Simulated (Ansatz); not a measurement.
# Energy landscape near a Na structure

The calculation used DFT PBE, scalar-relativistic, plane waves, PAW in Ansatz.

Plane waves to 420 eV, a k mesh through Γ of 12×12×6 on the computed 2-atom cell and Gaussian smearing (0.10 eV); no spin polarisation.

Reference cell:

```
CELL_PARAMETERS angstrom
3.76700 0.00000 0.00000
-1.88350 3.26232 0.00000
0.00000 0.00000 6.15400
ATOMIC_POSITIONS crystal
Na 0.33333 0.66667 0.25000
Na 0.66667 0.33333 0.75000
```

Each variant moves atoms of this cell by the vectors given, if any (Å), and then applies a symmetric strain (tensor components, Cartesian axes). The reference cell isn't relaxed at this level. Energies are per atom at zero smearing, counted from the lowest variant. Pressure is positive in compression.

1. strain (xx yy zz yz xz xy, %) -4.92 -4.92 -1.92 0.00 0.00 0.00; moves: Na1 (0.000, 0.000, 0.150); Na2 (0.000, 0.000, -0.150)
2. strain (xx yy zz yz xz xy, %) -2.25 -3.75 -1.95 1.21 -2.00 -1.26; moves: Na1 (0.092, 0.034, -0.020); Na2 (-0.092, -0.034, 0.020)
3. strain (xx yy zz yz xz xy, %) -1.58 -1.49 -0.03 -0.19 -0.33 -0.07; moves: Na1 (0.130, 0.075, 0.007); Na2 (-0.130, -0.075, -0.007)
4. strain (xx yy zz yz xz xy, %) 3.80 3.80 -2.20 0.00 0.00 0.00; moves: Na1 (0.000, 0.000, 0.150); Na2 (0.000, 0.000, -0.150)
5. strain (xx yy zz yz xz xy, %) 3.09 3.21 3.24 0.20 -0.12 0.50; moves: Na1 (-0.103, -0.109, 0.002); Na2 (0.103, 0.109, -0.002)
6. strain (xx yy zz yz xz xy, %) -5.26 -5.26 3.74 0.00 0.00 0.00; moves: Na1 (0.000, 0.000, -0.100); Na2 (0.000, 0.000, 0.100)
7. strain (xx yy zz yz xz xy, %) 9.34 4.64 -2.01 -4.10 0.00 0.00; moves: Na1 (0.000, 0.001, 0.150); Na2 (0.000, -0.001, -0.150)

```csv
result,ΔE (meV/atom),P (GPa),largest force (eV/Å)
A,3.5,0.53,0.04
B,35.7,-0.63,0.20
C,16.8,0.56,0.14
D,11.5,-0.71,0.04
E,27.8,1.14,0.27
F,0.0,0.09,0.03
G,19.4,-0.34,0.20
```

(1) Which variant gave which result?

Results:

(1) A is 2, B is 7, C is 6, D is 5, E is 1, F is 3, G is 4.

This form isn't the element's structure at ambient conditions.